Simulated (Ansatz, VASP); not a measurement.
# MoSeS in two plane-wave programs, part 2 of 2

One calculation is typed for both programs; each brings its own data sets. How far apart do they land? The cell is generated by rule, not measured, and may not be a known phase. The two relaxations start from unlike cells of this crystal (the structure described is Ansatz's start), so only their ends are compared.

VASP 6.6.1 and Ansatz 0.2.0.

So far: Starting point; Ansatz: relaxation of cell and atoms, PBE with D3(BJ).

## 3. VASP: relaxation of cell and atoms, PBE with D3(BJ)

Level of this step: PBE with D3(BJ), no spin polarisation; plane waves and PAW (Mo_sv, S, Se); invented cell (VASP).

Its own start cell and the same functional, mesh and smearing now go to VASP, with its own data sets.

Lines of VASP's logs that name or quote its potential files are left out, and so is its time.

The input, INCAR:

```
SYSTEM = MoSeS
PREC = Accurate
ENCUT = 500
EDIFF = 1E-07
NELM = 120
ISMEAR = -1
SIGMA = 0.02
LREAL = .FALSE.
ALGO = Normal
GGA = PE
IVDW = 12
NBANDS = 32
LASPH = .TRUE.
LORBIT = 11
LWAVE = .FALSE.
LCHARG = .FALSE.
ISIF = 3
IBRION = 2
NSW = 80
EDIFFG = -0.005
GGA_COMPAT = .FALSE.
NELMIN = 4
EFERMI = MIDGAP
KPAR = 2
```

The input, POSCAR:

```
MoSeS
1.0
    3.2121904666      0.0000000000      0.0000000000
   -1.6060952333      2.7818389061      0.0000000000
    0.0000000000      0.0000000000     12.3734361075
Mo S Se
2 2 2
Direct
    0.3333333333      0.6666666667      0.2549847211
    0.6666666667      0.3333333333      0.7549847211
    0.6666666667      0.3333333333      0.3785300390
    0.3333333333      0.6666666667      0.8785300390
    0.6666666667      0.3333333333      0.1164852398
    0.3333333333      0.6666666667      0.6164852398
```

The input, KPOINTS:

```
Automatic mesh
0
Gamma
9 9 2
0 0 0
```

PAW data sets: Mo_sv, S and Se (PBE family, release 64).

Launch:

```
mpirun -np 2 vasp_std
```

Numbers of over 12 decimals in the logs are rounded to 6 here.

Output:

```text
[banner, memory and clock lines left out]
running    2 mpi-ranks, on    1 nodes
 distrk:  each k-point on    1 cores,    2 groups
 distr:  one band on    1 cores,    1 groups

 POSCAR found type information on POSCAR MoS Se
 POSCAR found :  3 types and       6 ions
 LDA part: xc-table for (Slater+PW92), standard interpolation
 POSCAR, INCAR and KPOINTS ok, starting setup
 FFT: planning ... GRIDC
 FFT: planning ... GRID_SOFT
 FFT: planning ... GRID
 WAVECAR not read
 entering main loop
       N       E                     dE             d eps       ncg     rms          rms(c)
DAV:   1     0.432551853927E+03    0.43255E+03   -0.28799E+04  1728   0.149E+03
DAV:   2    -0.201924347947E+02   -0.45274E+03   -0.44207E+03  1912   0.376E+02
DAV:   3    -0.435419080236E+02   -0.23349E+02   -0.23139E+02  1952   0.741E+01
DAV:   4    -0.440406585871E+02   -0.49875E+00   -0.49608E+00  1904   0.104E+01
DAV:   5    -0.440531439173E+02   -0.12485E-01   -0.12477E-01  1952   0.153E+00    0.299E+01
DAV:   6    -0.423633299304E+02    0.16898E+01   -0.16399E+01  1680   0.223E+01    0.102E+01
DAV:   7    -0.420075575583E+02    0.35577E+00   -0.91271E+00  1704   0.150E+01    0.750E+00
DAV:   8    -0.416358073275E+02    0.37175E+00   -0.14589E+00  1888   0.667E+00    0.280E+00
DAV:   9    -0.416454343615E+02   -0.96270E-02   -0.15568E-01  2016   0.193E+00    0.128E+00
DAV:  10    -0.416376555093E+02    0.77789E-02   -0.60523E-02  1848   0.140E+00    0.307E-01
DAV:  11    -0.416374827142E+02    0.17280E-03   -0.25610E-03  1928   0.293E-01    0.170E-01
DAV:  12    -0.416374001756E+02    0.82539E-04   -0.42295E-04  1968   0.105E-01    0.863E-02
DAV:  13    -0.416374144826E+02   -0.14307E-04   -0.14280E-04  1968   0.625E-02    0.119E-02
DAV:  14    -0.416374167951E+02   -0.23124E-05   -0.50125E-06  1840   0.117E-02    0.893E-03
DAV:  15    -0.416374175171E+02   -0.72201E-06   -0.13509E-06  1648   0.573E-03    0.288E-03
DAV:  16    -0.416374176002E+02   -0.83141E-07   -0.68673E-07  1672   0.440E-03
   1 F= -.44401762E+02 E0= -.44401762E+02  d E =-.444018E+02
 curvature:   0.00 expect dE= 0.000E+00 dE for cont linesearch  0.000E+00
 trial: gam= 0.00000 g(F)=  0.104E-06 g(S)=  0.105E-04 ort = 0.000E+00 (trialstep = 0.100E+01)
 search vector abs. value=  0.106E-04
 bond charge predicted
       N       E                     dE             d eps       ncg     rms          rms(c)
DAV:   1    -0.416388338519E+02   -0.14163E-02   -0.28501E-03  1600   0.409E-01    0.110E-01
DAV:   2    -0.416387516993E+02    0.82153E-04   -0.86586E-04  1736   0.182E-01    0.457E-02
DAV:   3    -0.416387151388E+02    0.36561E-04   -0.20225E-04  1744   0.655E-02    0.168E-02
DAV:   4    -0.416387104345E+02    0.47044E-05   -0.22700E-05  1664   0.285E-02    0.602E-03
DAV:   5    -0.416387095807E+02    0.85372E-06   -0.32179E-06  1928   0.997E-03    0.690E-03
DAV:   6    -0.416387083194E+02    0.12614E-05   -0.71906E-07  1736   0.425E-03    0.139E-03
DAV:   7    -0.416387083037E+02    0.15631E-07   -0.13638E-07  1080   0.251E-03
   2 F= -.44401758E+02 E0= -.44401758E+02  d E =0.358559E-05
 trial-energy change:    0.000004  1 .order    0.000002   -0.000011    0.000014
 step:   0.3280(harm=  0.4334)  dis= 0.00001  next Energy=   -44.401763 (dE=-0.167E-05)
 bond charge predicted
       N       E                     dE             d eps       ncg     rms          rms(c)
DAV:   1    -0.416378985863E+02    0.80973E-03   -0.12866E-03  1600   0.274E-01    0.740E-02
DAV:   2    -0.416378595601E+02    0.39026E-04   -0.38973E-04  1720   0.122E-01    0.305E-02
DAV:   3    -0.416378441127E+02    0.15447E-04   -0.91451E-05  1720   0.440E-02    0.114E-02
DAV:   4    -0.416378424383E+02    0.16744E-05   -0.10242E-05  1648   0.192E-02    0.406E-03
DAV:   5    -0.416378428918E+02   -0.45353E-06   -0.14734E-06  1896   0.670E-03    0.466E-03
DAV:   6    -0.416378436641E+02   -0.77229E-06   -0.33103E-07  1464   0.290E-03    0.892E-04
DAV:   7    -0.416378436706E+02   -0.64574E-08   -0.67499E-08   872   0.177E-03
   3 F= -.44401763E+02 E0= -.44401763E+02  d E =-.111238E-05
 curvature:  -0.21 expect dE=-0.537E-06 dE for cont linesearch -0.130E-06
 trial: gam=-0.00058 g(F)=  0.177E-05 g(S)=  0.792E-06 ort = 0.257E-05 (trialstep = 0.866E+00)
 search vector abs. value=  0.256E-05
 reached required accuracy - stopping structural energy minimisation
```

From OUTCAR (step 3):

```text
ion  position               nearest neighbor table
   1  0.333  0.667  0.255-   3 2.40   3 2.40   3 2.40   5 2.53   5 2.53   5 2.53
   2  0.667  0.333  0.755-   4 2.40   4 2.40   4 2.40   6 2.53   6 2.53   6 2.53
   3  0.667  0.333  0.379-   1 2.40   1 2.40   1 2.40
   4  0.333  0.667  0.879-   2 2.40   2 2.40   2 2.40
   5  0.667  0.333  0.116-   1 2.53   1 2.53   1 2.53
   6  0.333  0.667  0.616-   2 2.53   2 2.53   2 2.53

  LATTYP: Found a hexagonal cell.
 ALAT       =     3.2121904666
 C/A-ratio  =     3.8520244164

 Subroutine GETGRP returns: Found 12 space group operations
 (whereof  6 operations were pure point group operations)

The static configuration has the point symmetry C_3v.
 The point group associated with its full space group is C_6v.

 Found     24 irreducible k-points:

   k-points           NKPTS =     24   k-points in BZ     NKDIM =     24   number of bands    NBANDS=     32

   dimension x,y,z NGX =    24 NGY =   24 NGZ =   90
   dimension x,y,z NGXF=    48 NGYF=   48 NGZF=  180

   ENCUT  =  500.0 eV  36.75 Ry    6.06 a.u.   5.86  5.86 22.56*2*pi/ulx,y,z

   NELECT =      52.0000    total number of electrons

 k-points in reciprocal lattice and weights: Automatic mesh
   0.00000000  0.00000000  0.00000000       0.006
   0.11111111 -0.00000000  0.00000000       0.037
   0.22222222 -0.00000000  0.00000000       0.037
   0.33333333  0.00000000  0.00000000       0.037
   0.44444444 -0.00000000  0.00000000       0.037
   0.11111111  0.11111111  0.00000000       0.037
   0.22222222  0.11111111  0.00000000       0.074
   0.33333333  0.11111111  0.00000000       0.074
   0.44444444  0.11111111  0.00000000       0.037
[...]
0.33333333  0.22222222  0.50000000       0.074
   0.33333333  0.33333333  0.50000000       0.012

 Edisp (eV)   -2.76305

 average (electrostatic) potential at core
       1 -74.7331       2 -74.7331       3 -84.5393       4 -84.5393       5 -51.2992
       6 -51.2992

 E-fermi :   7.7820

 k-point     1 :       0.0000    0.0000    0.0000
  band No.  band energies     occupation
    ...
     22       5.6840      2.00000
     23       5.6840      2.00000
     24       5.9113      2.00000
     25       6.7142      2.00000
     26       7.4071      2.00000
     27       9.6174      0.00000
     28       9.6174      0.00000
     29       9.6279      0.00000
     30       9.6279      0.00000
     31       9.9316      0.00000
    ...

 k-point     2 :       0.1111   -0.0000    0.0000
  band No.  band energies     occupation
    ...
     22       5.4682      2.00000
     23       5.6242      2.00000
     24       6.0232      2.00000
     25       6.7378      2.00000
     26       7.0420      2.00000
     27       9.3480      0.00000
     28       9.4231      0.00000
     29       9.5319      0.00000
     30       9.5407      0.00000
     31       9.6190      0.00000
    ...

 k-point     3 :       0.2222   -0.0000    0.0000
  band No.  band energies     occupation
    ...
     22       5.3263      2.00000
     23       5.3610      2.00000
     24       5.8471      2.00000
     25       6.2051      2.00000
     26       6.2547      2.00000
     27       8.5386      0.00000
     28       9.1051      0.00000
     29       9.1912      0.00000
     30       9.4182      0.00000
     31       9.5430      0.00000
    ...

 Edisp (eV)   -2.76392

  Total      -0.00055    -0.00055     0.00989     0.00000     0.00000    -0.00000
  in kB      -0.00791    -0.00791     0.14334     0.00000     0.00000    -0.00000
  external pressure =        0.04 kB  Pullay stress =        0.00 kB

  energy-cutoff  :      500.00
  volume of cell :      110.58
      direct lattice vectors                 reciprocal lattice vectors
     3.212298175  0.000000000  0.000000000     0.311303604  0.179731196  0.000000000
    -1.606149087  2.781932184  0.000000000    -0.000000000  0.359462393  0.000000000
    -0.000000000 -0.000000000 12.374460489    -0.000000000 -0.000000000  0.080811604

 POSITION                                       TOTAL-FORCE (eV/Angst)
 -----------------------------------------------------------------------------------
     -0.00000      1.85462      3.15531        -0.000000      0.000000      0.000223
      1.60615      0.92731      9.34254        -0.000000     -0.000000      0.000223
      1.60615      0.92731      4.68409         0.000000      0.000000     -0.003137
     -0.00000      1.85462     10.87132        -0.000000      0.000000     -0.003137
      1.60615      0.92731      1.44144        -0.000000      0.000000      0.002914
     -0.00000      1.85462      7.62867        -0.000000      0.000000      0.002914
 -----------------------------------------------------------------------------------
    total drift:                               -0.000000     -0.000000     -0.000418

  FREE ENERGIE OF THE ION-ELECTRON SYSTEM (eV)
  ---------------------------------------------------
  free  energy   TOTEN  =       -44.4017626249 eV

  energy  without entropy=      -44.4017626248  energy(sigma->0) =      -44.40176262

 reached required accuracy - stopping structural energy minimisation

 total charge
# of ion       s       p       d       tot
------------------------------------------
    1        2.283   6.205   3.959  12.447
    2        2.283   6.205   3.959  12.447
    3        1.360   2.348   0.000   3.708
    4        1.360   2.348   0.000   3.708
    5        1.487   2.322   0.068   3.877
    6        1.487   2.322   0.068   3.877
--------------------------------------------------
tot         10.260  21.751   8.054  40.065

[... 3 further parts left out ...]
```

CONTCAR:

```
MoSeS
   1.00000000000000
     3.2122981748436068    0.0000000000000000    0.0000000000000000
    -1.6061490874218034    2.7819321842113971    0.0000000000000000
    -0.0000000000000000   -0.0000000000000000   12.3744604892418284
  Mo              S               Se
     2     2     2
Direct
     0.3333333332999970    0.6666666667000030    0.2549857272929345
     0.6666666667000030    0.3333333332999970    0.7549857272929346
     0.6666666667000030    0.3333333332999970    0.3785291836717989
     0.3333333332999970    0.6666666667000030    0.8785291836717989
     0.6666666667000030    0.3333333332999970    0.1164850889352647
     0.3333333332999970    0.6666666667000030    0.6164850889352648
```

This run has no spin polarisation, so a moment on Mo, if there is one, isn't seen. The gap is read on the k-mesh alone, so it is an upper bound where the band edges lie off the mesh. The run keeps the 12 symmetry operations of its start, so it cannot find a distortion of lower symmetry.

## 4. Side by side

Known differences besides the potentials themselves: the data sets hold 72 valence electrons in Ansatz (on its PAW soft_1 files) and 52 in VASP; the cutoff is 420 eV in Ansatz and 500 eV in VASP; Ansatz adds a Pulay correction to the stress that steers its cell, VASP none. Total energies have different zeros and are not compared.

Compared:

| quantity | Ansatz | VASP | difference |
| --- | --- | --- | --- |
| volume (Å³) | 110.58 | 110.58 | -0.01 % |
| edge a after relaxation, in the typed setting (Å) | 3.212 | 3.212 | -0.02 % |
| edge c after relaxation, in the typed setting (Å) | 12.378 | 12.374 | +0.03 % |

## 5. Summary of results

| Item | Value |
| --- | --- |
| difference in edge c after relaxation, in the typed setting (relaxation of cell and atoms, PBE with D3(BJ)) | 0.031 % |

What this shows: The difference in edge c after relaxation, in the typed setting is 0.031 % (relaxation of cell and atoms, PBE with D3(BJ)), within the 1.2 % picked in this series as the mark of a large difference, as far as the stopping tolerances let one tell. The data sets hold unlike numbers of valence electrons (72 in Ansatz and 52 in VASP), so part of the differences comes from the potentials. How closely two codes agree says nothing of how well the functional describes the real material.

[Lines on the potential files, build, host, timing and source positions are cut from VASP's logs without a mark.]

[Logs are printed without paths, hosts, clocks, repeated set-up lines and the standing remarks that a program may print on its own settings, such as how far it seeks lower states.]

[Hosts, paths, dates, database ids (printed as entryN), source tags and the programs' standing remarks are cut or masked in the printed files.]
